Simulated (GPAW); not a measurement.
The system is Gd.

```
Gd
1.0
    -2.02500    2.02500    2.02500
     2.02500   -2.02500    2.02500
     2.02500    2.02500   -2.02500
Gd
1
Cartesian
  0.0000 0.0000 0.0000
```

This isn't the form of Gd at room conditions, which is hcp.

Base run:

* Program: GPAW 26.7.0
* Functional: PBE
* Potentials or basis: GPAW PAW data sets (gpaw-data 1.2.1)
* Cutoff: 800 eV
* Basis: pw
* k mesh: 7 × 7 × 7
* Occupations: fermi-dirac, width 0.05 eV
* Spin: collinear spin, ferromagnetic start
* Starting moments: [7.0] μB

Its results: pressure -0.1 GPa; net moment 7.65 μB per cell; site moments Gd +7.03 μB.

The run is repeated on the same cell with these changes: functional from PBE to r2SCAN. What comes out?

Pressure 0.7 GPa; net moment 7.90 μB per cell; site moments Gd +7.14 μB.

Caveats: one-centre terms of the f shell are cut off; the PAW data sets were made with another functional, which shifts forces and pressure a little (some runs).
